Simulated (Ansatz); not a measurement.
## Ionic part of the dielectric constant of RbCl at 6 GPa, mode by mode

All numbers below come from DFT LDA, scalar-relativistic, plane waves, PAW (Ansatz 0.2.0). Plane waves to 420 eV; Γ-centred k mesh 8×8×8; fixed occupations. No spin polarisation. Phonons by linear response, acoustic sum rule imposed.

It takes space group Fm-3m (No. 225, cubic). Conventional cell: a = 6.016 Å, b = 6.016 Å, c = 6.016 Å, α = 90.00°, β = 90.00°, γ = 90.00°. Around Rb (site symmetry m-3m) lie 6 Cl at 3.01 Å. Around Cl (site symmetry m-3m) lie 6 Rb at 3.01 Å.

The primitive cell has V = 54.43 Å³ and ε∞,zz = 2.761. Each polar mode adds Δε = (4.92064×10⁷/V)·S/ν² along z, with S its oscillator strength in e²/amu, ν in cm⁻¹ and V in Å³.

**Question.** From these modes, find each Δε and ε0,zz.
```csv
ν (cm⁻¹),S_zz (e²/amu)
188.9,0.05355
```

**Answer.**
| ν (cm⁻¹) | Δε |
| --- | --- |
| 188.9 | 1.36 |

The sum is 1.356, so ε0,zz = 4.12; the run's tensor has 4.12.

**Question.** Where do the longitudinal modes lie for a wave vector along z?

**Answer.** At 231 cm⁻¹. The Lyddane–Sachs–Teller product Π(ν_LO/ν_TO)² = 1.49 matches ε0/ε∞ = 1.49.